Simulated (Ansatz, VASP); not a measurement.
This is a calculation of Li for Ansatz 0.2.0.

File input.yaml:

```yaml
crystal:
  lattice:
    - [-1.75465, 1.75465, 1.75465]
    - [1.75465, -1.75465, 1.75465]
    - [1.75465, 1.75465, -1.75465]
  atoms:
    - { symbol: Li, position: [0.0, 0.0, 0.0] }
hamiltonian:
  xc: rpbe
  pseudopotentials: { kind: paw }
kpoints:
  mp_grid: { grid: [11, 11, 11] }
scf:
  occupations: { method: fermi_dirac, width: 0.05 }
output:
  forces: true
  stress: true
relax:
  f_tol: 0.01
  max_steps: 40
  cell: { stress_tol: 0.05 }
```

Potentials or basis: Ansatz PAW.

The run is started by

```bash
$ ansatz run input.yaml --threads 2 --pin off --max-ram 5120MiB --backend cpu --events-out ev --progress --plain --runs-dir out
```

**Question.** Set up the same calculation for VASP 6.6.1. Potentials there: VASP PAW PBE potentials, release 64 (Li_sv).

**Answer.** As run (the cutoff follows the program's own potentials):

Contents of INCAR:

```
ALGO = Normal
EDIFF = 1E-6
EDIFFG = -0.01
ENCUT = 600
GGA = RP
IBRION = 2
ISIF = 3
ISMEAR = -1
LASPH = T
LCHARG = F
LREAL = F
LWAVE = F
NELM = 60
NSW = 60
PREC = Accurate
SIGMA = 0.05
```

Contents of KPOINTS:

```
k-points
0
Gamma
  11 11 11
```

The input POSCAR:

```
Li
1.0
   -1.7546500000      1.7546500000      1.7546500000
    1.7546500000     -1.7546500000      1.7546500000
    1.7546500000      1.7546500000     -1.7546500000
Li
1
Direct
    0.0000000000      0.0000000000      0.0000000000
```

Potentials or basis: VASP PAW PBE potentials, release 64 (Li_sv).

The run is started by

```bash
$ cat potpaw_PBE.64/Li_sv/POTCAR > POTCAR
$ mpirun -np 1 vasp_std > vasp.out
```

Both were run:

|  | VASP | Ansatz | Ansatz less VASP |
| --- | --- | --- | --- |
| relaxed volume (Å³/atom) | 20.80 | 21.04 | +0.236 |
| relaxed cell length with the largest relative difference (Å) | 3.001 | 3.012 | +0.0113 |
| energy change over the relaxation (meV/atom) | -1 | -1 | +0.7 |

Caveats: the cutoff is under 1.25 times the usual one of these potentials, so pressure, stress and relaxed cells hold a basis-set (Pulay) error (VASP); the PAW data sets were made with another functional, which shifts forces and pressure a little (VASP); the potentials were made for another functional, which shifts forces and pressure (Ansatz); the plane-wave basis is chosen anew once the cell has moved, so the energies of steps on either side of that aren't comparable (Ansatz).
